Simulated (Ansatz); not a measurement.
A run of Ansatz 0.2.0 is set up as follows.

input.yaml

```yaml
crystal:
  lattice:
    - [2.95, 0.0, 0.0]
    - [-1.475, 2.5547749412, 0.0]
    - [0.0, 0.0, 4.68]
  atoms:
    - { symbol: Ti, position: [0.6666666667, 0.3333333333, 0.75] }
    - { symbol: Ti, position: [0.3333333333, 0.6666666667, 0.25] }
hamiltonian:
  xc: pbe
  pseudopotentials: { kind: paw }
kpoints:
  mp_grid: { grid: [10, 10, 6] }
scf:
  occupations: { method: gaussian, width: 0.05 }
output:
  forces: true
  stress: true
  eigenvalues: true
  write_density: true
  write_potential: true
  elf: true
  volumetric_format: npy
```

Potentials or basis: Ansatz PAW.

Launch:

```sh
$ ansatz run input.yaml --threads 2 --pin off --max-ram 5632MiB --backend cpu --events-out ev --progress --plain --runs-dir out
```

(1) Predict the band gap on the k mesh.

(2) What does it give for the pressure?

Answers

(1) none (metal or under the smearing width).

(2) -1.4 GPa.
